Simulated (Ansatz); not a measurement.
## Ti: strain energy, fitted

Ti, P6/mmm, a = 4.580 Å, c = 2.832 Å. This isn't the element's structure at ambient conditions. Ansatz: PBE, PAW, 420 eV, Γ-centred 12×12×14 mesh on 3 atoms, Gaussian smearing 0.10 eV; no spin polarisation. Series: equal strain along all axes, cell held, atoms fixed by symmetry; x is the strain in per cent. y is the free energy over the unstrained cell, V0 = 17.146 Å³/atom.

```
x (%) y (meV/atom)
 -3.0         52.56
 -2.0             ?
 -1.0          5.53
  0.0          0.00
  1.0          5.29
  2.0         20.57
  3.0         45.07
```

Question: Fit y = c2 x² + c3 x³ to the other rows, turn c2 into a modulus, and predict the missing energy.

Answer: Least squares on the rows shown. y = 5.4234 x² − 0.13875 x³. In eV per unit strain² c2 is 54.23; the stiffness is B for this strain (E = 9/2 B V0 ε², shape held): 2 × 54.23 × 160.2 / (9 × 17.146) = 113 GPa. At x = -2.0 the fit asked for gives 22.80 meV/atom. The run gave 22.74 meV/atom, so the fit is 0.06 meV/atom too high, a small miss on the scale of the series.